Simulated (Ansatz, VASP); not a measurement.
## One calculation of MnS, two programs

File POSCAR:

```
MnS
1.0
    0.0000000000      2.6122498900      2.6122498900
    2.6122498900      0.0000000000      2.6122498900
    2.6122498900      2.6122498900      0.0000000000
Mn S
1 1
Direct
    0.0000000000      0.0000000000      0.0000000000
    0.5000000000      0.5000000000      0.5000000000
```

Contents of INCAR.step1:

```
ALGO     = Normal         # electronic algorithm
EDIFF    = 1E-4           # SCF threshold, eV
ENCUT    = 520            # plane-wave cutoff, eV
GGA      = PE             # functional
ISMEAR   = 0              # smearing method
ISPIN    = 2              # spin polarisation
LASPH    = T              # aspherical terms in the spheres
LCHARG   = F              # write CHGCAR
LMAXMIX  = 4              # l up to which the mixer works
LREAL    = F              # projectors in reciprocal space
LWAVE    = T              # write WAVECAR
MAGMOM   = 4.9 0.2        # initial moments
NBANDS   = 20             # bands
NELM     = 150            # most SCF steps
PREC     = Accurate       # precision mode
SIGMA    = 0.05           # smearing width, eV
```

INCAR.step2

```
ALGO     = Normal         # electronic algorithm
EDIFF    = 1E-6           # SCF threshold, eV
ENCUT    = 520            # plane-wave cutoff, eV
ISIF     = 2              # what is computed and relaxed
ISMEAR   = 0              # smearing method
ISPIN    = 2              # spin polarisation
ISTART   = 1            
LASPH    = T              # aspherical terms in the spheres
LCHARG   = F              # write CHGCAR
LMAXMIX  = 4              # l up to which the mixer works
LMIXTAU  = T            
LORBIT   = 11             # projections on sites
LREAL    = F              # projectors in reciprocal space
LWAVE    = F              # write WAVECAR
MAGMOM   = 4.9 0.2        # initial moments
METAGGA  = R2SCAN         # meta-GGA
NBANDS   = 20             # bands
NELM     = 150            # most SCF steps
PREC     = Accurate       # precision mode
SIGMA    = 0.05           # smearing width, eV
```

File KPOINTS:

```
k-points
0
Gamma
  6 6 6
```

Input for Ansatz:

```yaml
crystal:
  lattice:
    - [0.0, 2.61224989, 2.61224989]
    - [2.61224989, 0.0, 2.61224989]
    - [2.61224989, 2.61224989, 0.0]
  atoms:
    - { symbol: Mn, position: [0.0, 0.0, 0.0], spin: 5.0 }
    - { symbol: S, position: [0.5, 0.5, 0.5] }
basis:
  ecutwfc: 500
  ecutrho_ratio: 4
kpoints:
  mp_grid: { grid: [6, 6, 6] }
hamiltonian:
  xc: r2scan
  hubbard:
    sites:
      - { site: 0, l: d, u_eff: 0.0, starting_ns: [{ spin: up, occupation_matrix: s0up }, { spin: down, occupation_matrix: s0down }] }
    occupation_matrices:
      s0up:
        matrix:
          - [0.97, 0.0, 0.0, 0.0, 0.0]
          - [0.0, 0.97, 0.0, 0.0, 0.0]
          - [0.0, 0.0, 0.97, 0.0, 0.0]
          - [0.0, 0.0, 0.0, 0.97, 0.0]
          - [0.0, 0.0, 0.0, 0.0, 0.97]
      s0down:
        matrix:
          - [0.02, 0.0, 0.0, 0.0, 0.0]
          - [0.0, 0.02, 0.0, 0.0, 0.0]
          - [0.0, 0.0, 0.02, 0.0, 0.0]
          - [0.0, 0.0, 0.0, 0.02, 0.0]
          - [0.0, 0.0, 0.0, 0.0, 0.02]
    ns_hold: { iters: 5 }
scf:
  occupations: { method: gaussian, width: 0.05 }
  lower_state_search: "off"
  max_iter: 150
output:
  forces: true
  stress: true
  eigenvalues: true
  populations: true
  hubbard: { sites: [{ site: 0, l: d }] }
magnetization:
  spin_polarized: true
```

Alike in both runs: task single point; functional r2SCAN; k mesh 6 × 6 × 6; occupations gaussian, width 0.05 eV; collinear spin.

|  | VASP | Ansatz |
| --- | --- | --- |
| version | VASP 6.6.1 | Ansatz 0.2.0 |
| potentials or method | VASP PAW PBE potentials, release 64 (Mn_pv, S) | scalar-relativistic, plane waves, PAW |
| plane-wave cutoff (eV) | 520 | 500 |
| valence electrons in the cell | 19 | 21 |

VASP gave:

```
gap on the k mesh at the Fermi level (eV)                     : none
pressure (GPa)                                                : -0.4
net moment per atom (μB)                                      : 2.49
size of the moment on the site where the two differ most (μB) : 0.14
```

**Question.** Estimate Ansatz's values.

**Answer.** gap on the k mesh at the Fermi level (eV): none; pressure (GPa): -0.4; net moment per atom (μB): 2.49; size of the moment on the site where the two differ most (μB): 0.18.

Site moments also hang on the region over which each program counts them. A gap of «none» marks a metal or a gap that the smearing closes. The two sets of potentials don't hold the same shells in valence. Ansatz warned: «stability_check_not_made».

Caveats: the PAW data sets were made with another functional, which shifts forces and pressure a little (VASP); a cell with one magnetic atom can't hold antiferromagnetic order, which such compounds often take; semilocal functionals often make such compounds metallic where correlation or magnetic order opens a gap, which also shifts bond lengths. With open d or f shells a metallic result of r2SCAN can be an artefact of self-interaction; +U or a hybrid may open a gap.
